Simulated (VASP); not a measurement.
# Au, energy along a vibration (SMASS = -2): which settings are enough?

Au, atoms displaced along the mode, 2 atoms in the cell. PBE, energy along a line of displacements; PAW potentials Au (PBE set). VASP 6.6.1.

Wanted: harmonic frequency within 1 %.

Mode: mode at H.

POSCAR of the starting run:
```
Au
1.0
    3.3145380000      0.0000000000      0.0000000000
    0.0000000000      3.3145380000      0.0000000000
    0.0000000000      0.0000000000      3.3145380000
Au
2
Direct
   -0.0120680469      0.0000000000      0.0000000000
    0.5120680469      0.5000000000      0.5000000000

    0.0100000000   0.0000000000   0.0000000000
   -0.0100000000   0.0000000000   0.0000000000
```

The series start from k mesh: 6 × 6 × 6; Cutoff (eV): 300; Step along the mode (Å): 0.02; Electronic threshold (eV): 1e-7; Smearing width (eV): 0.15; Precision and projection: Accurate, reciprocal space. Each series keeps the choices made before it, and each single choice may use up half of a tolerance.

## k mesh

| k mesh | Harmonic frequency (THz) | Time (s) |
|---|---|---|
| 3 × 3 × 3 | 3.607 | 6.5 |
| 4 × 4 × 4 | 3.31 | 9.1 |
| 5 × 5 × 5 | 3.71 | 13 |
| 6 × 6 × 6 | 3.397 | 19 |
| 7 × 7 × 7 | 3.618 | 28 |
| 9 × 9 × 9 | 3.583 | 52 |
| 12 × 12 × 12 (reference) | 3.556 | 117 |

Chosen: 12 × 12 × 12; the next looser run is off by more than half of the tolerance, so convergence isn't shown beyond this value.

## Cutoff (eV)

| Cutoff (eV) | Harmonic frequency (THz) | Time (s) |
|---|---|---|
| 170 | 3.533 | 37 |
| 200 | 3.424 | 47 |
| 230 | 3.529 | 50 |
| 270 | 3.551 | 97 |
| 300 | 3.556 | 117 |
| 350 (reference) | 3.569 | 127 |

Chosen: 270, the loosest value from which every tighter one stays within half of the tolerance.

## Electronic threshold (eV)

| Electronic threshold (eV) | Harmonic frequency (THz) | Time (s) |
|---|---|---|
| 0.001 | 3.564 | 76 |
| 0.0001 | 3.564 | 80 |
| 1e-5 | 3.565 | 90 |
| 1e-6 | 3.565 | 98 |
| 1e-7 | 3.565 | 120 |
| 1e-8 (reference) | 3.565 | 135 |

Chosen: 0.001.

## Smearing width (eV)

| Smearing width (eV) | Harmonic frequency (THz) | Time (s) |
|---|---|---|
| 0.4 | 3.561 | 76 |
| 0.3 | 3.565 | 76 |
| 0.2 | 3.563 | 78 |
| 0.15 | 3.564 | 76 |
| 0.1 (reference) | 3.569 | 77 |

Chosen: 0.4.

## Precision and projection

| Precision and projection | Harmonic frequency (THz) | Time (s) |
|---|---|---|
| Accurate, reciprocal space | 3.561 | 76 |
| Normal, reciprocal space | 3.561 | 39 |
| Normal, Auto | 3.516 | 54 |

Chosen: Normal, reciprocal space, the fastest of those that stay within half of the tolerance.

Also changed on the way, by series that aren't shown: Step along the mode (Å): 0.08.

## All choices together

| Input | Harmonic frequency (THz) | Time (s) |
|---|---|---|
| defaults on a coarse mesh (naive) | 3.585 | 1.2 |
| chosen settings | 3.561 | 39 |
| reference settings throughout | 3.541 | 130 |

The chosen settings stay within the tolerance of the reference run, but the reference itself isn't shown to be converged in: k mesh.

## The input

INCAR:
```
ALGO     = Normal         # electronic algorithm
EDIFF    = 0.001          # SCF threshold, eV
ENCUT    = 270            # plane-wave cutoff, eV
GGA      = PE             # functional
IBRION   = 0              # ionic algorithm
ISMEAR   = 1              # smearing method
ISYM     = 0            
KPAR     = 2            
LASPH    = T              # aspherical terms in the spheres
LCHARG   = F              # write CHGCAR
LREAL    = F              # projectors in reciprocal space
LWAVE    = F              # write WAVECAR
NELMIN   = 4            
NSW      = 9              # ionic steps
POTIM    = 1              # step
PREC     = Normal         # precision mode
SIGMA    = 0.4            # smearing width, eV
SMASS    = -2            
```

KPOINTS:
```
Automatic mesh
0
Gamma
  12 12 12
  0 0 0
```

POSCAR:
```
Au
1.0
    3.3145380000      0.0000000000      0.0000000000
    0.0000000000      3.3145380000      0.0000000000
    0.0000000000      0.0000000000      3.3145380000
Au
2
Direct
   -0.0482721876      0.0000000000      0.0000000000
    0.5482721876      0.5000000000      0.5000000000

    0.0400000000   0.0000000000   0.0000000000
   -0.0400000000   0.0000000000   0.0000000000
```

Commands:
```
cat potpaw_PBE.64/Au/POTCAR > POTCAR
mpirun -np 2 vasp_std > vasp.out
```

Limits: NELMIN = 4 forces that many electronic steps, so a loose EDIFF looks better here than it is.

The chosen input took VASP 6.6.1 39 s on 2 cores (Intel Xeon 6975P-C (Granite Rapids)), a shared host.

## An input that fails: POTIM multiplies the typed steps tenfold

It runs to its end, but against the unchanged starting input it is off by 519 % in the harmonic frequency.

Changes against the starting input:
```
- POTIM = 1
+ POTIM = 10
```
